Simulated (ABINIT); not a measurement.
Set up this calculation in ABINIT 10.8.3 (patched build), as the native input.

| Quantity | Value |
| --- | --- |
| Task | equation of state |
| Functional | r2SCAN |
| Potentials or basis | JTH PAW PBE v2.0 |
| Cutoff | 653 eV |
| k mesh | 8 × 8 × 8 |
| Occupations | fermi-dirac, width 0.05 eV |
| Spin | no spin polarisation |
| Fine-grid cutoff | 1251.72 eV |

Crystal: Al2Au.

```
CELL_PARAMETERS angstrom
0.00000 3.00000 3.00000
3.00000 0.00000 3.00000
3.00000 3.00000 0.00000
ATOMIC_POSITIONS crystal
Au 0.00000 0.00000 0.00000
Al 0.75000 0.75000 0.75000
Al 0.25000 0.25000 0.25000
```

One way to write it, as run:

run.abi

```
ndtset 7
getwfk -1
scalecart1 3*0.9795861087
scalecart2 3*0.9864848297
scalecart3 3*0.9932883884
scalecart4 3*1.0000000000
scalecart5 3*1.0066227096
scalecart6 3*1.0131594038
scalecart7 3*1.0196128224

pp_dirpath "./"
pseudos "Au.GGA_PBE-JTH.xml, Al.GGA_PBE-JTH.xml"

acell 3*1.0
rprim
     0.0000000000     5.6691783739     5.6691783739
     5.6691783739     0.0000000000     5.6691783739
     5.6691783739     5.6691783739     0.0000000000
ntypat 2
znucl 79 13
natom 3
typat 1 2 2
xred
     0.0000000000     0.0000000000     0.0000000000
     0.7500000000     0.7500000000     0.7500000000
     0.2500000000     0.2500000000     0.2500000000

ecut 24.0
pawecutdg 46.0

kptopt 1
ngkpt 8 8 8
nshiftk 1
shiftk 0.0 0.0 0.0

ixc -497498
usekden 1
pawxcdev 0

nband 13
occopt 3
tsmear 0.05 eV

nstep 100
tolvrs 1.0e-7

iomode 3
prtwf 1
prtden 0
prteig 0
prtebands 0
```

Potentials or basis: JTH PAW PBE v2.0.

Run with:

```console
$ abinit run.abi > log 2>&1
```

It gave:

```json
{
  "Equilibrium volume": "18.11 Å³/atom",
  "Bulk modulus": "116 GPa",
  "Pressure derivative of the bulk modulus": "4.8"
}
```

Caveat: pressures at fixed basis lie under the slope of the energies; the PAW data sets were made with another functional, which shifts forces and pressure a little.

Run time: 25 min on 1 thread of Arm Neoverse V1 (shared host), peak memory 0.21 GiB.
